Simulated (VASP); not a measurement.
The system is P.

```
P
1.0
     1.64774   -5.46504    0.00000
     1.64774    5.46504    0.00000
     0.00000    0.00000    4.54364
P
4
Direct
  0.90414 0.09586 0.58882
  0.09586 0.90414 0.41118
  0.59586 0.40414 0.08882
  0.40414 0.59586 0.91118
```

Base run:

| Quantity | Value |
| --- | --- |
| Program | VASP 6.6.1 |
| Functional | HSE06 |
| Potentials or basis | VASP PAW PBE potentials, release 64 (P) |
| Cutoff | 520 eV |
| k mesh | 6 × 6 × 4 |
| Occupations | gaussian, width 0.02 eV |
| Spin | no spin polarisation |

Its results: band gap on the k mesh 0.71 eV, direct; pressure -0.7 GPa; largest force 0.167 eV/Å.

Task: The run is repeated on the same cell with these changes: functional from HSE06 to HSE03. What comes out?

Result: Band gap on the k mesh 0.54 eV, direct; pressure -0.5 GPa; largest force 0.149 eV/Å.

Caveats: the PAW data sets were made with another functional, which shifts forces and pressure a little.
